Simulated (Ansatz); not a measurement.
# La: settings compared (Ansatz)

Launch command:

```bash
ansatz run input.yaml --threads 1 --pin off --max-ram 2560MiB --backend cpu --events-out ev --progress --plain --runs-dir out
```

input.yaml:

```yaml
crystal:
  lattice:
    - [3.790687, 0.0, 0.0]
    - [-1.895344, 3.282833, 0.0]
    - [0.0, 0.0, 12.216283]
  atoms:
    - { symbol: La, position: [0.33333, 0.66667, 0.25] }
    - { symbol: La, position: [0.66666, 0.33333, 0.75] }
  symmetry: { tolerance: 0.0003 }
kpoints:
  mp_grid: { grid: [6, 6, 2], shift: [0, 0, 0] }
magnetization:
  spin_polarized: false
scf:
  occupations: { method: fermi_dirac }
hamiltonian:
  pseudopotentials: { kind: paw }
  xc: pbe
basis:
  ecutwfc: 420
output:
  forces: true
  stress: true
  eigenvalues: true
  write_density: true
  write_potential: true
  elf: true
  volumetric_format: npy
relax:
  max_steps: 40
  cell: {}
```

Origin of the cell: a known structure type with other elements, at an estimated volume, so it need not be a known compound.

The smearing width isn't typed, so it takes its default of 0.1 eV.

Output of this run (shortened):

```
Warning: the atoms were moved onto the symmetric positions of the space group found under crystal.symmetry.tolerance 3.0e-4 (fractional; no operation is sought that the atoms, as they stand i […]
Pseudopotentials: kind: paw
Pseudopotential: La, paw, valence charge 11, recommended cutoff 420 eV (normal), La.paw.azcp
Functional definition: PBE
  exchange = pbe_x(kappa = kappa, mu = beta*pi^2/3)
  correlation = pbe_c(beta = beta)
Crystal: 2 atoms, lattice volume = 152.022 Å³
Basis set: ecut = 420 eV, 2993 PW (Γ), exchange–correlation on 54×54×180 points (8 copies of the dense FFT grid, shifted against one another)
Bands: 15, of which v1, the nominal top of the filled ones, is band 11 counted from 1 (10 counted from 0)
Symmetry: 24 space group operations
Space group: P63/mmc (ITA 194), of the structure as read, at distance tolerance 1.6e-3 Å
k-points: 14 of 72
[… 2 lines left out …]
Initial density: superposition of atomic densities (neutral atoms: chi_scale 0, normalization atom), corrected by the library's trained network
Functional: x = pbe(κ = 0.804, μ = 0.219515), c = pbe(β = 0.066725)
SCF iter   1: F=—  HF=-12497.937656 eV  Δρ=4.22e-3  dr2=1.82e-1
SCF iter   2: F=—  HF=-12497.906978 eV  Δρ=3.22e-3  dr2=1.81e-2
SCF iter   3: F=—  HF=-12497.908396 eV  Δρ=1.91e-3  dr2=1.49e-2
SCF iter   4: F=—  HF=-12497.906290 eV  Δρ=4.51e-4  dr2=8.84e-4
SCF iter   5: F=—  HF=-12497.906508 eV  Δρ=1.77e-4  dr2=6.71e-5
SCF iter   6: F=—  HF=-12497.906575 eV  Δρ=4.18e-5  dr2=2.83e-6
SCF iter   7: F=—  HF=-12497.906577 eV  Δρ=7.75e-6  dr2=1.39e-7
SCF iter   8: F=-12497.906577 eV  HF=-12497.906577 eV  Δρ=1.37e-6  dr2=4.14e-9
SCF iter   9: F=-12497.906577 eV  HF=-12497.906577 eV  Δρ=1.93e-7  dr2=4.80e-11
SCF iter  10: F=-12497.906577 eV  HF=-12497.906577 eV  Δρ=2.14e-8  dr2=7.82e-13
relax step   1: F+E_penalty+E_count = -12497.906577 eV  Δ(F+E_penalty+E_count) = +0.000e0 eV  max|allowed force component| = 2.891e-19 eV/Å  Δτ_max = 0.0000 Å  P = -2.249 GPa  Ω = 152.022 Å³  (10 SCF iters, accepted)
relax step   2: F+E_penalty+E_count = -12498.096838 eV  Δ(F+E_penalty+E_count) = -1.903e-1 eV  max|allowed force component| = 5.782e-19 eV/Å  Δτ_max = 0.0000 Å  P = -1.965 GPa  Ω = 138.266 Å³ […]
relax step   3: F+E_penalty+E_count = -12498.277237 eV  Δ(F+E_penalty+E_count) = -1.804e-1 eV  max|allowed force component| = 1.012e-18 eV/Å  Δτ_max = 0.0000 Å  P = -1.946 GPa  Ω = 127.094 Å³ […]
relax step   4: F+E_penalty+E_count = -12498.477052 eV  Δ(F+E_penalty+E_count) = -1.998e-1 eV  max|allowed force component| = 4.192e-18 eV/Å  Δτ_max = 0.0000 Å  P = -2.103 GPa  Ω = 117.832 Å³ […]
relax step   5: F+E_penalty+E_count = -12498.708737 eV  Δ(F+E_penalty+E_count) = -2.317e-1 eV  max|allowed force component| = 2.891e-18 eV/Å  Δτ_max = 0.0000 Å  P = -2.269 GPa  Ω = 109.583 Å³ […]
[… 4 lines left out …]
relax step  10: F+E_penalty+E_count = -12500.105516 eV  Δ(F+E_penalty+E_count) = -2.560e-1 eV  max|allowed force component| = 3.585e-17 eV/Å  Δτ_max = 0.0000 Å  P = -0.459 GPa  Ω = 76.578 Å³ […]
relax step  11: F+E_penalty+E_count = -12500.262236 eV  Δ(F+E_penalty+E_count) = -1.567e-1 eV  max|allowed force component| = 8.327e-17 eV/Å  Δτ_max = 0.0000 Å  P = +0.738 GPa  Ω = 71.913 Å³ […]
relax step  12: F+E_penalty+E_count = -12500.282322 eV  Δ(F+E_penalty+E_count) = -2.009e-2 eV  max|allowed force component| = 2.313e-17 eV/Å  Δτ_max = 0.0000 Å  P = +0.373 GPa  Ω = 72.714 Å³ […]
relax step  13: F+E_penalty+E_count = -12500.283803 eV  Δ(F+E_penalty+E_count) = -1.481e-3 eV  max|allowed force component| = 4.163e-17 eV/Å  Δτ_max = 0.0000 Å  P = -0.015 GPa  Ω = 73.839 Å³ […]
relax step  14: F+E_penalty+E_count = -12500.283122 eV  Δ(F+E_penalty+E_count) = +6.817e-4 eV  max|allowed force component| = 5.782e-17 eV/Å  Δτ_max = 0.0000 Å  P = -0.014 GPa  Ω = 73.839 Å³  stress off target by 2.44e-2 GPa […]
SCF 14 converged in 5 iterations: F = -12500.283122 eV  dr2 = 7.73e-12
basis re-selected at this cell: Δ(F+E_penalty+E_count) = +6.817e-4 eV, ΔP = +0.001 GPa vs the last step (what re-selecting the basis moved, of the pressure what is left beyond the Pulay corre […]
SCF converged after 5 iterations
Free energy (F): -12500.283122 eV
Harris-Foulkes:  -12500.283122 eV  (|F-HF|=3.64e-12)
Internal energy: -12500.147688 eV  (E = F + TS)
E sigma→0 (E₀):  -12500.215405 eV
Entropy (-TS):   -0.135433 eV (-67.717 meV/atom)
Fermi energy:    11.073269 eV
--- Per-component energies (eV) ---
  E_band       = -88.530055
  E_kinetic    = 385.921885
  E_local      = -664.744603  (includes V_loc(G=0)·N_el)
  E_nonlocal   = 189.557097
  E_hartree    = 210.673446
  E_xc         = -278.477678
  E_vxc        = -294.923042  (∫ρ·V_xc dr)
  E_paw        = -10831.808649  (= ΣΔE_a)
  E_vpaw       = -125.688308  (= ΣTr[D̂ρ^β])
  E_aug_tail   = -0.000000  (compensation charges beyond the density's cutoff)
  E_ewald      = -1511.269185
  E_smearing   = -0.135433  (= −TS)
  Σ components = -12500.283122   (vs F -12500.283122, Δ=0.00e0)
--- Forces (eV/Å), atoms counted from 1 ---
  atom   1  La    -0.000000     0.000000    -0.000000
  atom   2  La     0.000000    -0.000000     0.000000
  max |Σ_I F_I| component: 1.39e-17 eV/Å
--- Stress (GPa, compression-positive) ---
       -0.024420       0.000000       0.000000
        0.000000      -0.024420       0.000000
        0.000000       0.000000       0.007306
  P = ⅓ Tr σ = -0.0138 GPa (-0.138 kbar)
--- Relaxed structure (13 steps of the walk, 13 accepted, 1 SCFs on fresh bases) ---
  F+E_penalty+E_count = -12500.283122 eV   max|allowed force component| = 5.782e-17 eV/Å   (the final SCF, on the basis selected at the relaxed cell)
  cell:  # Å, volume = 73.8386 Å³
    - [3.734842, 2.844e-7, 0.0]
    - [-1.867421, 3.234468, 0.0]
    - [0.0, 0.0, 6.112354]
  atoms:
    - { symbol: La, position: [0.333333, 0.666667, 0.25] }
    - { symbol: La, position: [0.666667, 0.333333, 0.75] }
```

The same input was run again with these changes:

1. `scf.eigensolver.kind` default → davidson; `basis.precision` default → f64
2. `scf.mixing` default → { algorithm: broyden, beta: 0.95, ndim: 1, preconditioner: none }; `scf.max_iter` default → 50

| run | end | SCF iterations | volume (Å³/atom) | max force component (eV/Å) | moment (μB) | ΔE(σ→0) (meV/atom) |
| --- | --- | --- | --- | --- | --- | --- |
| base | converged | 89 | 36.92 | 0.000 | – | 0 |
| 1 | converged | 104 | 36.92 | 0.000 | – | 0.00 |
| 2 | converged | 151 | 36.92 | 0.000 | – | 0.00 |

Energies are compared only where functional, datasets, charge and starting cell are the same.

Caveats of the base run: no spin-orbit coupling, though heavy elements are present; the k mesh is coarse if the cell is a metal; the relaxation held the start's symmetry, so the end may be a saddle point.

The base run took 56 s on 1 thread of Arm Neoverse V1, on a shared host, peak memory 0.4 GiB, from the program's own first density.
